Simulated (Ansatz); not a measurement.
The system is Bi.

```
CELL_PARAMETERS angstrom
3.23838 0.00000 0.00000
0.00000 3.22164 0.00000
-0.08045 0.00000 6.44389
ATOMIC_POSITIONS crystal
Bi 0.54425 0.00000 0.74958
Bi 0.45575 0.00000 0.25042
```

This isn't the form of Bi at room conditions, which is rhombohedral.

Base run:

| Item | Value |
| --- | --- |
| Program | Ansatz 0.2.0 |
| Functional | PBEsol |
| Potentials or basis | Ansatz PAW |
| Cutoff | 420 eV (not typed: the program's choice for these potentials) |
| k mesh | 8 × 8 × 4 |
| Occupations | fermi-dirac, width 0.05 eV |
| Spin | no spin polarisation |

Its results: band gap on the k mesh none (metal or under the smearing width); pressure -0.5 GPa; largest force 0.013 eV/Å.

The run is repeated on the same cell with these changes: spin from no spin polarisation to spin-orbit coupling, no magnetisation; potential files from those of the base run to others of the same set. What comes out?

Band gap on the k mesh none (metal or under the smearing width); pressure 0.7 GPa; largest force 0.008 eV/Å.

Caveats: the PAW data sets come from PBE, with cores solved anew for the run's functional, which leaves a small shift of forces and pressure; spin-orbit coupling is left out, which moves the levels of the heavy elements (some runs).
